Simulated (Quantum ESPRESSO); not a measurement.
# MoS2 in Quantum ESPRESSO: settings compared

Aim: see how the results for MoS2 move with the level of theory and the settings. Levels: LDA, PBE, PBEsol. Tasks: band structure, single point, equation of state.

All numbers are computed with Quantum ESPRESSO 7.5; they aren't measurements. Logs are shortened: lines on timing, memory, paths and dates and some standing lists are left out, and cuts for length are marked.

### 1 The structure

The cell holds a slab with vacuum, 6 atoms: a = 3.185 Å, b = 3.185 Å, c = 21.671 Å, α = 90.00°, β = 90.00°, γ = 120.00°.

### 2 Band structure, LDA

pw.in

```
&CONTROL
  calculation = 'scf'
  prefix = 'pwscf'
  outdir = './tmp'
  pseudo_dir = './pseudo'
  tprnfor = .true.
  tstress = .true.
  disk_io = 'low'
/
&SYSTEM
  ibrav = 0
  nat = 6
  ntyp = 2
  ecutwfc = 45
  ecutrho = 360
  nbnd = 36
  occupations = 'smearing'
  smearing = 'fd'
  degauss = 0.00367493
/
&ELECTRONS
  conv_thr = 1.2d-09
  electron_maxstep = 120
  mixing_beta = 0.5
/
ATOMIC_SPECIES
Mo    95.9500 mo_lda_v1.uspp.F.UPF
S     32.0600 s_lda_v1.4.uspp.F.UPF
CELL_PARAMETERS angstrom
   3.1845414560    0.0000000000    0.0000000000
  -1.5922707280    2.7578938003    0.0000000000
   0.0000000000    0.0000000000   21.6705347200
ATOMIC_POSITIONS crystal
Mo     0.3333333333    0.6666666667    0.8511602300
Mo     0.6666666667    0.3333333333    0.1488397700
S      0.6666666667    0.3333333333    0.7796253900
S      0.3333333333    0.6666666667    0.0772510000
S      0.6666666667    0.3333333333    0.9227490000
S      0.3333333333    0.6666666667    0.2203746100
K_POINTS automatic
10 10 2 0 0 0
```

pp_density.in

```
&INPUTPP
  prefix = 'pwscf'
  outdir = './tmp'
  filplot = 'density.dat'
  plot_num = 0
/
&PLOT
  nfile = 1
  filepp(1) = 'density.dat'
  iflag = 3
  output_format = 6
  fileout = 'density.cube'
/
```

pp_potential.in

```
&INPUTPP
  prefix = 'pwscf'
  outdir = './tmp'
  filplot = 'potential.dat'
  plot_num = 11
/
&PLOT
  nfile = 1
  filepp(1) = 'potential.dat'
  iflag = 3
  output_format = 6
  fileout = 'potential.cube'
/
```

bands.in

```
&CONTROL
  calculation = 'bands'
  prefix = 'pwscf'
  outdir = './tmp'
  pseudo_dir = './pseudo'
  disk_io = 'low'
  verbosity = 'high'
/
&SYSTEM
  ibrav = 0
  nat = 6
  ntyp = 2
  ecutwfc = 45
  ecutrho = 360
  nbnd = 36
  occupations = 'smearing'
  smearing = 'fd'
  degauss = 0.00367493
/
&ELECTRONS
  conv_thr = 1d-08
  electron_maxstep = 120
  mixing_beta = 0.5
  diago_full_acc = .true.
/
ATOMIC_SPECIES
Mo    95.9500 mo_lda_v1.uspp.F.UPF
S     32.0600 s_lda_v1.4.uspp.F.UPF
CELL_PARAMETERS angstrom
   3.1845414560    0.0000000000    0.0000000000
  -1.5922707280    2.7578938003    0.0000000000
   0.0000000000    0.0000000000   21.6705347200
ATOMIC_POSITIONS crystal
Mo     0.3333333333    0.6666666667    0.8511602300
Mo     0.6666666667    0.3333333333    0.1488397700
S      0.6666666667    0.3333333333    0.7796253900
S      0.3333333333    0.6666666667    0.0772510000
S      0.6666666667    0.3333333333    0.9227490000
S      0.3333333333    0.6666666667    0.2203746100
K_POINTS crystal
61
 0.0000000000  0.0000000000  0.0000000000 1
 0.0555555556  0.0000000000  0.0000000000 1
 0.1111111111  0.0000000000  0.0000000000 1
 0.1666666667  0.0000000000  0.0000000000 1
 0.2222222222  0.0000000000  0.0000000000 1
 0.2777777778  0.0000000000  0.0000000000 1
 0.3333333333  0.0000000000  0.0000000000 1
 0.3888888889  0.0000000000  0.0000000000 1
 0.4444444444  0.0000000000  0.0000000000 1
 0.5000000000  0.0000000000  0.0000000000 1
 0.4666666667  0.0666666667  0.0000000000 1
 0.4333333333  0.1333333333  0.0000000000 1
 0.4000000000  0.2000000000  0.0000000000 1
 0.3666666667  0.2666666667  0.0000000000 1
 0.3333333333  0.3333333333  0.0000000000 1
 0.3030303030  0.3030303030  0.0000000000 1
 0.2727272727  0.2727272727  0.0000000000 1
 0.2424242424  0.2424242424  0.0000000000 1
 0.2121212121  0.2121212121  0.0000000000 1
 0.1818181818  0.1818181818  0.0000000000 1
 0.1515151515  0.1515151515  0.0000000000 1
 0.1212121212  0.1212121212  0.0000000000 1
 0.0909090909  0.0909090909  0.0000000000 1
 0.0606060606  0.0606060606  0.0000000000 1
 0.0303030303  0.0303030303  0.0000000000 1
 0.0000000000  0.0000000000  0.0000000000 1
 0.0000000000  0.0000000000  0.5000000000 1
 0.0500000000  0.0000000000  0.5000000000 1
 0.1000000000  0.0000000000  0.5000000000 1
 0.1500000000  0.0000000000  0.5000000000 1
 0.2000000000  0.0000000000  0.5000000000 1
 0.2500000000  0.0000000000  0.5000000000 1
 0.3000000000  0.0000000000  0.5000000000 1
 0.3500000000  0.0000000000  0.5000000000 1
 0.4000000000  0.0000000000  0.5000000000 1
 0.4500000000  0.0000000000  0.5000000000 1
 0.5000000000  0.0000000000  0.5000000000 1
 0.4722222222  0.0555555556  0.5000000000 1
 0.4444444444  0.1111111111  0.5000000000 1
 0.4166666667  0.1666666667  0.5000000000 1
 0.3888888889  0.2222222222  0.5000000000 1
 0.3611111111  0.2777777778  0.5000000000 1
 0.3333333333  0.3333333333  0.5000000000 1
 0.3095238095  0.3095238095  0.5000000000 1
 0.2857142857  0.2857142857  0.5000000000 1
 0.2619047619  0.2619047619  0.5000000000 1
 0.2380952381  0.2380952381  0.5000000000 1
 0.2142857143  0.2142857143  0.5000000000 1
 0.1904761905  0.1904761905  0.5000000000 1
 0.1666666667  0.1666666667  0.5000000000 1
 0.1428571429  0.1428571429  0.5000000000 1
 0.1190476190  0.1190476190  0.5000000000 1
 0.0952380952  0.0952380952  0.5000000000 1
 0.0714285714  0.0714285714  0.5000000000 1
 0.0476190476  0.0476190476  0.5000000000 1
 0.0238095238  0.0238095238  0.5000000000 1
 0.0000000000  0.0000000000  0.5000000000 1
 0.5000000000  0.0000000000  0.5000000000 1
 0.5000000000  0.0000000000  0.0000000000 1
 0.3333333333  0.3333333333  0.0000000000 1
 0.3333333333  0.3333333333  0.5000000000 1
```

Potentials or basis: GBRV 1.5 LDA.

Run with:

```
$ OMP_NUM_THREADS=1 mpirun -n 2 pw.x -nk 2 -in pw.in > pw.out
$ OMP_NUM_THREADS=1 mpirun -n 1 pp.x -in pp_density.in > pp_density.out
$ OMP_NUM_THREADS=1 mpirun -n 1 pp.x -in pp_potential.in > pp_potential.out
$ OMP_NUM_THREADS=1 mpirun -n 2 pw.x -nk 2 -in bands.in > bands.out
```

pw.out:

```text
This program is part of the open-source Quantum ESPRESSO suite
     for quantum simulation of materials; please cite
[... 6 lines left out ...]
     using ibrav=0 with symmetry is DISCOURAGED, use correct ibrav instead

     K-points division:     npool     =       2
     Subspace diagonalization in iterative solution of the eigenvalue problem:
     a serial algorithm will be used

     G-vector sticks info
     --------------------
     sticks:   dense  smooth     PW     G-vecs:    dense   smooth      PW
     Sum         913     439    139               148147    52273    8549

     Using Slab Decomposition

     bravais-lattice index     =            0
     lattice parameter (alat)  =       6.0179  a.u.
     unit-cell volume          =    1284.3715 (a.u.)^3
     number of atoms/cell      =            6
     number of atomic types    =            2
     number of electrons       =        52.00
     number of Kohn-Sham states=           36
     kinetic-energy cutoff     =      45.0000  Ry
     charge density cutoff     =     360.0000  Ry
     scf convergence threshold =      1.2E-09
     mixing beta               =       0.5000
     number of iterations used =            8  plain     mixing
     Exchange-correlation=  SLA  PZ   NOGX NOGC
                           (   1   1   0   0   0   0   0)

     celldm(1)=   6.017911  celldm(2)=   0.000000  celldm(3)=   0.000000
     celldm(4)=   0.000000  celldm(5)=   0.000000  celldm(6)=   0.000000

     crystal axes: (cart. coord. in units of alat)
               a(1) = (   1.000000   0.000000   0.000000 )
               a(2) = (  -0.500000   0.866025   0.000000 )
               a(3) = (   0.000000   0.000000   6.804915 )

     reciprocal axes: (cart. coord. in units 2 pi/alat)
               b(1) = (  1.000000  0.577350 -0.000000 )
               b(2) = (  0.000000  1.154701  0.000000 )
               b(3) = (  0.000000 -0.000000  0.146953 )

     PseudoPot. # 1 for Mo read from file:
     mo_lda_v1.uspp.F.UPF
     Pseudo is Ultrasoft + core correction, Zval = 14.0
     Generated by new atomic code, or converted to UPF format
     Using radial grid of  889 points,  6 beta functions with:
                l(1) =   0
                l(2) =   0
                l(3) =   1
                l(4) =   1
                l(5) =   2
                l(6) =   2
     Q(r) pseudized with  6 coefficients,  rinner =    1.000   1.000   1.000
                                                       1.000   1.000

     PseudoPot. # 2 for S  read from file:
     s_lda_v1.4.uspp.F.UPF
     Pseudo is Ultrasoft + core correction, Zval =  6.0
     Generated by new atomic code, or converted to UPF format
     Using radial grid of  907 points,  6 beta functions with:
[... 26 lines left out ...]
                       cart. coord. in units 2pi/alat
        k(    1) = (   0.0000000   0.0000000   0.0000000), wk =   0.0100000
        k(    2) = (   0.0000000   0.0000000  -0.0734763), wk =   0.0100000
        k(    3) = (   0.0000000   0.1154701   0.0000000), wk =   0.0600000
        k(    4) = (   0.0000000   0.1154701  -0.0734763), wk =   0.0600000
        k(    5) = (   0.0000000   0.2309401   0.0000000), wk =   0.0600000
        k(    6) = (   0.0000000   0.2309401  -0.0734763), wk =   0.0600000
[... 20 lines left out ...]
        k(   27) = (   0.3000000   0.5196152   0.0000000), wk =   0.0600000
        k(   28) = (   0.3000000   0.5196152  -0.0734763), wk =   0.0600000

     Dense  grid:   148147 G-vectors     FFT dimensions: (  40,  40, 250)

     Smooth grid:    52273 G-vectors     FFT dimensions: (  25,  25, 180)

     Initial potential from superposition of free atoms

     starting charge      51.9982, renormalised to      52.0000

     negative rho (up, down):  6.800E-04 0.000E+00
     Starting wfcs are   42 randomized atomic wfcs

     Self-consistent Calculation

     iteration #  1     ecut=    45.00 Ry     beta= 0.50
     Davidson diagonalization with overlap
     ethr =  1.00E-02,  avg # of iterations =  4.3

     Threshold (ethr) on eigenvalues was too large:
     Diagonalizing with lowered threshold

     Davidson diagonalization with overlap
     ethr =  3.03E-04,  avg # of iterations =  5.1

     negative rho (up, down):  7.007E-04 0.000E+00
[... 94 lines left out ...]
     iteration # 12     ecut=    45.00 Ry     beta= 0.50
     Davidson diagonalization with overlap
     ethr =  4.37E-12,  avg # of iterations =  4.7

     negative rho (up, down):  6.826E-04 0.000E+00

     End of self-consistent calculation

          k = 0.0000 0.0000 0.0000 (  6531 PWs)   bands (ev):

   -57.7490 -57.7490 -31.9500 -31.9500 -31.7370 -31.7370 -31.7370 -31.7370
   -11.1254 -11.0528  -9.7887  -9.6644  -2.8592  -2.5059   0.2981   0.2981
     0.3011   0.3011   0.8065   1.4212   1.4212   1.4321   1.4321   1.6435
     2.8424   3.3573   5.7264   5.7264   5.7337   5.7337   6.0015   6.0015
     6.0457   6.0457   8.3935   8.7348
[... 67 lines left out ...]
   -57.7148 -57.7148 -32.0782 -32.0782 -31.8813 -31.8812 -31.8159 -31.8159
    -9.4527  -9.4093  -9.1039  -9.0582  -2.6631  -2.5669  -1.6503  -1.5510
    -1.0861  -0.8799  -0.1232  -0.1038   1.1638   1.3152   1.8124   1.8540
     2.0698   2.1622   5.1481   5.1758   5.4232   5.6161   6.4931   6.8388
     7.1877   7.3041   9.5198   9.8066

          k = 0.0000-0.5774 0.0000 (  6542 PWs)   bands (ev):

   -57.7111 -57.7111 -32.1131 -32.1131 -31.8740 -31.8739 -31.8242 -31.8242
    -9.2163  -9.1877  -9.0108  -8.9860  -2.8754  -2.7847  -1.8631  -1.7891
    -1.1920  -0.9901  -0.2397  -0.2199   1.1168   1.1909   1.9597   2.0109
     2.3220   2.3557   5.1826   5.1961   5.6645   5.7553   6.6385   6.9874
     7.2597   7.3880   8.8967   9.0631

          k = 0.0000-0.5774-0.0735 (  6532 PWs)   bands (ev):

   -57.7111 -57.7111 -32.1132 -32.1132 -31.8740 -31.8739 -31.8242 -31.8241
    -9.2163  -9.1876  -9.0108  -8.9860  -2.8754  -2.7847  -1.8631  -1.7891
    -1.1920  -0.9901  -0.2397  -0.2199   1.1168   1.1909   1.9597   2.0109
     2.3220   2.3557   5.1826   5.1961   5.6645   5.7553   6.6385   6.9874
     7.2597   7.3880   8.8967   9.0631
[... 123 lines left out ...]
   -57.7071 -57.7071 -32.0365 -32.0364 -31.9528 -31.9528 -31.8659 -31.8659
    -8.9829  -8.9688  -8.8677  -8.8548  -2.4168  -2.3724  -1.9095  -1.8593
    -0.8766  -0.8525  -0.5485  -0.4545  -0.0450   0.0955   0.9535   1.0638
     2.7826   2.8320   4.7211   4.7434   5.8682   6.2232   6.3263   6.4278
     7.6790   7.8253   9.8423  10.1944

     the Fermi energy is     3.9809 ev

!    total energy              =    -375.77855129 Ry
     estimated scf accuracy    <          1.1E-10 Ry
     smearing contrib. (-TS)   =      -0.00000001 Ry
     internal energy E=F+TS    =    -375.77855128 Ry

     The total energy is F=E-TS. E is the sum of the following terms:
     one-electron contribution =   -1694.92493941 Ry
     hartree contribution      =     855.84030457 Ry
     xc contribution           =     -72.14378640 Ry
     ewald contribution        =     535.44986995 Ry

     convergence has been achieved in  12 iterations

     negative rho (up, down):  6.826E-04 0.000E+00

     Forces acting on atoms (cartesian axes, Ry/au):

     atom    1 type  1   force =     0.00000000    0.00000000    0.00033500
     atom    2 type  1   force =     0.00000000   -0.00000000   -0.00033500
     atom    3 type  2   force =     0.00000000   -0.00000000    0.01461391
     atom    4 type  2   force =     0.00000000    0.00000000    0.01143104
     atom    5 type  2   force =     0.00000000    0.00000000   -0.01143104
     atom    6 type  2   force =    -0.00000000    0.00000000   -0.01461391

     Total force =     0.026243     Total SCF correction =     0.000051

     Computing stress (Cartesian axis) and pressure

     negative rho (up, down):  6.826E-04 0.000E+00
          total   stress  (Ry/bohr**3)                   (kbar)     P=      -33.95
  -0.00026703  -0.00000000   0.00000000          -39.28       -0.00        0.00
   0.00000000  -0.00026703   0.00000000            0.00      -39.28        0.00
   0.00000000   0.00000000  -0.00015827            0.00        0.00      -23.28

=------------------------------------------------------------------------------=
   JOB DONE.
=------------------------------------------------------------------------------=
```

Wall time 4.7 min (2 MPI ranks of Arm Neoverse V1, shared host); peak memory 0.78 GiB.

Results:

* Free energy: -5112.7277 eV
* Largest force: 0.376 eV/Å
* Band gap on the k mesh: 1.36 eV, indirect (least direct gap 1.89 eV)
* Band gap along the path: 1.23 eV, indirect (least direct gap 1.63 eV)

Forces on the atoms (eV/Å):
```
Mo   0.000  0.000  0.009
Mo   0.000  0.000 -0.009
S    0.000  0.000  0.376
S    0.000  0.000  0.294
S    0.000  0.000 -0.294
S    0.000  0.000 -0.376
```

Levels at the corners of the path, in eV from the valence-band top:
```csv
point,band 22,band 23,band 24,band 25,band 26,band 27,band 28,band 29,band 30,band 31
Γ,-1.93,-1.93,-1.71,-0.51,0.00,2.37,2.37,2.38,2.38,2.64
M,-2.17,-1.40,-1.35,-1.04,-1.00,1.83,1.84,2.31,2.40,3.28
K,-3.25,-2.45,-2.45,-0.46,-0.40,1.23,1.23,2.48,2.85,3.16
Γ,-1.93,-1.93,-1.71,-0.51,0.00,2.37,2.37,2.38,2.38,2.64
A,-1.93,-1.93,-1.71,-0.51,0.00,2.37,2.37,2.38,2.38,2.64
L,-2.17,-1.40,-1.35,-1.04,-1.00,1.83,1.84,2.31,2.40,3.28
H,-3.25,-2.45,-2.45,-0.46,-0.40,1.23,1.23,2.48,2.85,3.16
A,-1.93,-1.93,-1.71,-0.51,0.00,2.37,2.37,2.38,2.38,2.64
L,-2.17,-1.40,-1.35,-1.04,-1.00,1.83,1.84,2.31,2.40,3.28
M,-2.17,-1.40,-1.35,-1.04,-1.00,1.83,1.84,2.31,2.40,3.28
K,-3.25,-2.45,-2.45,-0.46,-0.40,1.23,1.23,2.48,2.85,3.16
H,-3.25,-2.45,-2.45,-0.46,-0.40,1.23,1.23,2.48,2.85,3.16
```

(Continued in part 2 of 3.)
